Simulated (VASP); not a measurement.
# MnF2 (P4_2/mnm) in VASP: further runs, part 2 of 3

VASP 6.6.1. The steps go on from the part before.

## (3) Relaxation of cell and atoms, PBEsol, collinear spin, ferromagnetic start

INCAR

```
SYSTEM = MnF2
PREC = Accurate
ENCUT = 600
EDIFF = 1E-6
ISMEAR = -1
SIGMA = 0.05
LREAL = .FALSE.
LASPH = .TRUE.
NELM = 150
ALGO = Normal
ISIF = 3
LWAVE = .FALSE.
LCHARG = .FALSE.
ISPIN = 2
MAGMOM = 4 4 0 0 0 0
LORBIT = 11
LMAXMIX = 4
GGA = PS
IBRION = 2
NSW = 60
EDIFFG = -0.005
```

KPOINTS

```
Automatic mesh
0
G
  5 5 6
  0 0 0
```

POSCAR

```
MnF2
1.0
    4.8738000000      0.0000000000      0.0000000000
    0.0000000000      4.8738000000      0.0000000000
    0.0000000000      0.0000000000      3.3107000000
Mn F
2 4
Direct
    0.5000000000      0.5000000000      0.5000000000
    0.0000000000      0.0000000000      0.0000000000
    0.8053000000      0.1947000000      0.5000000000
    0.6947000000      0.6947000000      0.0000000000
    0.1947000000      0.8053000000      0.5000000000
    0.3053000000      0.3053000000      0.0000000000
```

Potentials or basis: VASP PAW PBE potentials, release 64 (Mn_pv, F).

Launch:

```sh
$ cat potpaw_PBE.64/Mn_pv/POTCAR potpaw_PBE.64/F/POTCAR > POTCAR
$ mpirun -np 1 vasp_std > vasp.out
```

OUTCAR:

```text
SYSTEM = MnF2
   PREC = Accurate
   ENCUT = 600
   EDIFF = 1E-6
   ISMEAR = -1
   LREAL = .FALSE.
   LASPH = .TRUE.
   NELM = 150
   ISIF = 3
   ISPIN = 2
   LORBIT = 11
   GGA = PS
   IBRION = 2
   NSW = 60
   EDIFFG = -0.005

 ion  position               nearest neighbor table
   1  0.500  0.500  0.500-   3 2.10   5 2.10   4 2.13   6 2.13   4 2.13   6 2.13
   2  0.000  0.000  0.000-   4 2.10   6 2.10   5 2.13   3 2.13   3 2.13   5 2.13
   3  0.805  0.195  0.500-   1 2.10   2 2.13   2 2.13
   4  0.695  0.695  0.000-   2 2.10   1 2.13   1 2.13
   5  0.195  0.805  0.500-   1 2.10   2 2.13   2 2.13
   6  0.305  0.305  0.000-   2 2.10   1 2.13   1 2.13

  LATTYP: Found a simple tetragonal cell.
 ALAT       =     4.8738000000
 C/A-ratio  =     0.6792851574

  Lattice vectors:

 A1 = (   4.8738000000,   0.0000000000,   0.0000000000)
 A2 = (   0.0000000000,   4.8738000000,   0.0000000000)
 A3 = (   0.0000000000,   0.0000000000,   3.3107000000)

Analysis of symmetry for initial positions (statically):
=====================================================================
 Subroutine PRICEL returns:
 Original cell was already a primitive cell.

 Routine SETGRP: Setting up the symmetry group for a
 simple tetragonal supercell.

 Subroutine GETGRP returns: Found 16 space group operations
 (whereof  8 operations were pure point group operations)
 out of a pool of 16 trial point group operations.

The static configuration has the point symmetry D_2h.
 The point group associated with its full space group is D_4h.

[... 428 lines left out ...]

 Free energy of the ion-electron system (eV)
  ---------------------------------------------------
  ext. energy  EPLUGINS =         0.00000000
  ---------------------------------------------------
  free energy    TOTEN  =       -40.64410436 eV

  energy without entropy =      -40.64410348  energy(sigma->0) =      -40.64410392

 E-fermi :   3.8761     XC(G=0): -10.0436

 val. band max:        3.4052783118   @ k =   0.0000   0.0000   0.0000
 cond. band min:       4.3268156921   @ k =   0.0000   0.0000   0.0000
 fundamental gap:      0.9215373804
 Fermi energy:         3.8760511364

 spin component 1

 k-point     1 :       0.0000    0.0000    0.0000
  band No.  band energies     occupation
      1     -46.6636      1.00000
      2     -46.6636      1.00000
      3     -46.6042      1.00000
      4     -46.6042      1.00000
      5     -46.5991      1.00000
      6     -46.5971      1.00000
[... 925 lines left out ...]
     35      10.6260      0.00000
     36      11.2880      0.00000
 Fermi energy:         3.8760511364

 spin component 2

 k-point     1 :       0.0000    0.0000    0.0000
  band No.  band energies     occupation
      1     -41.7649      1.00000
      2     -41.7649      1.00000
      3     -41.6962      1.00000
      4     -41.6962      1.00000
      5     -41.6869      1.00000
      6     -41.6839      1.00000
[... 958 lines left out ...]
  FREE ENERGIE OF THE ION-ELECTRON SYSTEM (eV)
  ---------------------------------------------------
  free  energy   TOTEN  =       -40.6441043562 eV

  energy  without entropy=      -40.6441034774  energy(sigma->0) =      -40.64410392

 reached required accuracy - stopping structural energy minimisation

 total charge

# of ion       s       p       d       tot
------------------------------------------
    1        0.169   6.152   4.950  11.272
    2        0.169   6.152   4.950  11.272
    3        1.727   4.355   0.000   6.082
    4        1.727   4.355   0.000   6.082
    5        1.727   4.355   0.000   6.082
    6        1.727   4.355   0.000   6.082
--------------------------------------------------
tot          7.248  29.725   9.901  46.873

 magnetization (x)

# of ion       s       p       d       tot
------------------------------------------
    1        0.024   0.023   4.534   4.581
    2        0.024   0.023   4.534   4.581
    3        0.009   0.079   0.000   0.088
    4        0.009   0.079   0.000   0.088
    5        0.009   0.079   0.000   0.088
    6        0.009   0.079   0.000   0.088
--------------------------------------------------
tot          0.083   0.362   9.067   9.512
```

OSZICAR:

```text
N       E                     dE             d eps       ncg     rms          rms(c)
DAV:   1     0.731207865908E+03    0.73121E+03   -0.33007E+04  3488   0.187E+03
DAV:   2     0.302772110843E+02   -0.70093E+03   -0.65965E+03  3672   0.523E+02
DAV:   3    -0.420681729705E+02   -0.72345E+02   -0.71086E+02  3780   0.177E+02
[... 46 lines left out ...]
DAV:   1    -0.406440519315E+02    0.34716E-04   -0.41673E-02  3456   0.126E+00    0.588E-02
DAV:   2    -0.406441157060E+02   -0.63774E-04   -0.96104E-04  3624   0.185E-01    0.341E-02
DAV:   3    -0.406441077170E+02    0.79890E-05   -0.85238E-06  4060   0.268E-02    0.187E-02
DAV:   4    -0.406441041257E+02    0.35913E-05   -0.36919E-06  3860   0.161E-02    0.721E-03
DAV:   5    -0.406441043562E+02   -0.23059E-06   -0.62997E-07  1764   0.602E-03
   7 F= -.40644104E+02 E0= -.40644104E+02  d E =-.321591E-04  mag=    10.0000
```

CONTCAR:

```text
MnF2
   1.00000000000000
     4.8648002146649221    0.0000000000000000    0.0000000000000000
    -0.0000000000000000    4.8648002146649221    0.0000000000000000
     0.0000000000000000    0.0000000000000000    3.2994501160863487
  Mn              F
     2     4
Direct
     0.5000000000000000    0.5000000000000000    0.5000000000000000
     0.0000000000000000    0.0000000000000000    0.0000000000000000
     0.8050823234909957    0.1949176765090043    0.5000000000000000
     0.6949176765090043    0.6949176765090043    0.0000000000000000
     0.1949176765090043    0.8050823234909957    0.5000000000000000
     0.3050823234909957    0.3050823234909957    0.0000000000000000

  0.00000000E+00  0.00000000E+00  0.00000000E+00
  0.00000000E+00  0.00000000E+00  0.00000000E+00
  0.00000000E+00  0.00000000E+00  0.00000000E+00
  0.00000000E+00  0.00000000E+00  0.00000000E+00
  0.00000000E+00  0.00000000E+00  0.00000000E+00
  0.00000000E+00  0.00000000E+00  0.00000000E+00
```

Run time: 3.4 min. Hardware: 1 thread of Intel Xeon 6975P-C (Granite Rapids), shared host; peak memory 0.32 GiB.

What came out:

```
Free energy                                           : -40.6441 eV
Relaxed volume                                        : 13.01 Å³/atom
Relaxed cell                                          : a = 4.865 Å, b = 4.865 Å, c = 3.299 Å, α = 90.00°, β = 90.00°, γ = 90.00°
Space group after relaxing (to 0.05 Å)                : P4_2/mnm (No. 136)
Energy gained by relaxing                             : 0.2 meV/atom
Ionic steps                                           : 7
Pressure after relaxing                               : 0.0 GPa
Band gap on the k mesh                                : 0.92 eV, direct
Net moment                                            : 10.00 μB per cell
Site moments                                          : Mn +4.58; F +0.09 μB
Valence electrons inside the program's atomic spheres : Mn 11.27; F 6.08
```

Step by step:
```tsv
step	energy change (eV)	largest force (eV/Å)	pressure (GPa)	volume (Å³)
1	0.0000	0.0018	-0.72	78.64
2	-0.0013	0.0105	0.10	77.98
3	-0.0013	0.0089	0.02	78.06
4	-0.0013	0.0086	0.01	78.08
5	-0.0013	0.0084	-0.01	78.09
6	-0.0013	0.0062	-0.01	78.09
7	-0.0014	0.0011	-0.01	78.09
```

Final structure:
```
Mn F
1.0
     4.86480    0.00000    0.00000
     0.00000    4.86480    0.00000
     0.00000    0.00000    3.29945
Mn F
2 4
Direct
  0.50000 0.50000 0.50000
  0.00000 0.00000 0.00000
  0.80508 0.19492 0.50000
  0.69492 0.69492 0.00000
  0.19492 0.80508 0.50000
  0.30508 0.30508 0.00000
```

Levels at points of the mesh, in eV from the valence-band top:
Spin up:
```csv
k point,band 28,band 29,band 30,band 31,band 32,band 33,band 34,band 35,band 36
"(0.00, 0.00, 0.00)",-1.81,-1.59,-0.57,-0.57,0.00,0.92,6.24,6.24,7.68
"(0.00, 0.00, 0.50)",-1.90,-1.26,-1.26,-1.03,-1.03,5.57,5.57,9.37,9.37
```
Spin down:
```
           k point  band 18  band 19  band 20  band 21  band 22  band 23  band 24  band 25  band 26  band 27
(0.00, 0.00, 0.00)    -6.03    -5.14    -4.74    -4.74    -4.44     1.60     1.65     2.07     2.14     2.14
(0.00, 0.00, 0.50)    -5.81    -5.38    -5.38    -5.16    -5.16     2.08     2.08     2.15     2.15     2.22
```

Caveat: the PAW data sets were made with another functional, which shifts forces and pressure a little; an odd mesh through Γ misses points on the zone boundary, where band edges often lie; only a ferromagnetic start was run, and an antiferromagnetic order may lie lower in energy.

## (4) Relaxation of cell and atoms, RPBE, collinear spin, ferromagnetic start

INCAR

```
  ALGO = Fast
  EDIFF = 1E-6
  EDIFFG = -0.01
  ENCUT = 600
  GGA = RP
  IBRION = 2
  ISIF = 3
  ISMEAR = -1
  ISPIN = 2
  LASPH = T
  LCHARG = F
  LMAXMIX = 4
  LORBIT = 11
  LREAL = F
  LWAVE = F
  MAGMOM = 4 4 0 0 0 0
  NELM = 120
  NSW = 60
  PREC = Accurate
  SIGMA = 0.05
```

KPOINTS

```
k-points
0
Gamma
  5 5 6
```

POSCAR is that of step 3.

Launch:

```sh
$ cat potpaw_PBE.64/Mn_pv/POTCAR potpaw_PBE.64/F/POTCAR > POTCAR
$ mpirun -np 1 vasp_std > vasp.out
```

Run time: 5.1 min. Hardware: 1 thread of Intel Xeon 6975P-C (Granite Rapids), shared host; peak memory 0.3 GiB.

It converged, with:

* Free energy: -37.9855 eV
* Relaxed volume: 14.31 Å³/atom
* Relaxed cell: a = 5.043 Å, b = 5.043 Å, c = 3.376 Å, α = 90.00°, β = 90.00°, γ = 90.00°
* Space group after relaxing (to 0.05 Å): P4_2/mnm (No. 136)
* Energy gained by relaxing: 26.6 meV/atom
* Ionic steps: 7
* Pressure after relaxing: -0.1 GPa
* Band gap on the k mesh: 1.55 eV, direct
* Net moment: 10.00 μB per cell
* Site moments: Mn +4.62; F +0.08 μB
* Valence electrons inside the program's atomic spheres: Mn 11.18; F 6.10

Forces on the atoms (eV/Å):
```
Mn   0.000  0.000  0.000
Mn   0.000  0.000  0.000
F    0.002 -0.002  0.000
F   -0.002 -0.002  0.000
F   -0.002  0.002  0.000
F    0.002  0.002  0.000
```

The path:
| step | energy change (eV) | largest force (eV/Å) | pressure (GPa) | volume (Å³) |
| --- | --- | --- | --- | --- |
| 1 | 0.0000 | 0.0784 | 7.88 | 78.64 |
| 2 | -0.1545 | 0.0364 | -0.66 | 86.21 |
| 3 | -0.1561 | 0.0278 | 0.05 | 85.42 |
| 4 | -0.1561 | 0.0293 | -0.07 | 85.56 |
| 5 | -0.1576 | 0.0225 | -0.08 | 85.64 |
| 6 | -0.1597 | 0.0027 | -0.09 | 85.87 |
| 7 | -0.1597 | 0.0026 | -0.08 | 85.88 |

Final structure:
```cif
data_structure
_symmetry_space_group_name_H-M 'P 1'
_symmetry_Int_Tables_number 1
_cell_length_a 5.0432
_cell_length_b 5.0432
_cell_length_c 3.3764
_cell_angle_alpha 90.000
_cell_angle_beta 90.000
_cell_angle_gamma 90.000
_cell_volume 85.88
loop_
_atom_site_label
_atom_site_type_symbol
_atom_site_fract_x
_atom_site_fract_y
_atom_site_fract_z
_atom_site_occupancy
Mn1 Mn 0.50000 0.50000 0.50000 1
Mn2 Mn 0.00000 0.00000 0.00000 1
F1 F 0.80555 0.19445 0.50000 1
F2 F 0.69445 0.69445 0.00000 1
F3 F 0.19445 0.80555 0.50000 1
F4 F 0.30555 0.30555 0.00000 1
```

Levels at points of the mesh, in eV from the valence-band top:
Spin up:
| k point | band 30 | band 31 | band 32 | band 33 | band 34 | band 35 |
| --- | --- | --- | --- | --- | --- | --- |
| (0.00, 0.00, 0.00) | -0.44 | -0.44 | 0.00 | 1.55 | 6.95 | 6.95 |
| (0.00, 0.00, 0.50) | -1.06 | -0.91 | -0.91 | 5.94 | 5.94 | 9.51 |
Spin down:
```csv
k point,band 20,band 21,band 22,band 23,band 24,band 25
"(0.00, 0.00, 0.00)",-3.93,-3.93,-3.65,2.28,2.32,2.60
"(0.00, 0.00, 0.50)",-4.39,-4.26,-4.26,2.60,2.60,2.68
```

Caveat: the PAW data sets were made with another functional, which shifts forces and pressure a little; an odd mesh through Γ misses points on the zone boundary, where band edges often lie; only a ferromagnetic start was run, and an antiferromagnetic order may lie lower in energy. Zero-point motion and thermal expansion aren't in these numbers.

[end of part 2 of 3]
